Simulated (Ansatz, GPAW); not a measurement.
# TiAl: programs and potentials compared

```
Ti Al
1.0
     2.83730    0.00000    0.00000
     0.00000    2.83730    0.00000
     0.00000    0.00000    4.05910
Ti Al
1 1
Direct
  0.00000 0.00000 0.00000
  0.50000 0.50000 0.50000
```

Alike in all runs: task single point; functional RPBE; k mesh 9 × 9 × 7; occupations gaussian, width 0.02 eV; no spin polarisation; no spin-orbit coupling. Pressure is positive in compression and, in plane waves, holds the error of the finite cutoff, which Ansatz's Pulay term estimates and takes out.

| program and potentials | plane-wave cutoff (eV) | notes | pressure (GPa) |
| --- | --- | --- | --- |
| Ansatz, Ansatz PAW | 420 | potentials made for PBE, which Ansatz adapts in part; Pulay term of +0.05 GPa included | 2.05 |
| GPAW, the program's PAW data sets (release 1.2.1) made for this functional | 600 | - | 1.92 |
| Ansatz, all-electron LAPW, scalar-relativistic | - | - | 2.02 |

The pressure spans 1.92 (GPAW, the program's PAW data sets (release 1.2.1) made for this functional) to 2.05 GPa (Ansatz, Ansatz PAW), with all-electron results at 2.02. Some sets were made for another functional than the one run, which can shift their rows.

Differences between rows come from potentials, basis sets and numerical settings, since the functional is the same but for its coding. Runs on potential files found faulty are left out.

All three calculations put this ordered TiAl cell under modest compression, so RPBE favours a larger volume than the one given. Since the cell lies close to the measured lattice of the tetragonal alloy, the pressure mainly reflects the functional's known tendency to underbind. Its exchange enhancement rises steeply with the density gradient, which favours the more inhomogeneous density of separated atoms and weakens the metallic and Ti d–Al p bonding that holds the lattice together.

The sign and approximate size of the pressure are therefore robust to the treatment of the core. The Ansatz PAW result, 2.05 GPa, lies nearer the all-electron value of 2.02 GPa than GPAW's 1.92 GPa does, so matching the data set to the functional brings no visible advantage here; GPAW's lower value may partly reflect a remaining basis-set error. A single pressure averages over the crystal axes, so it cannot show whether RPBE would also change the tetragonal distortion as the cell expands.
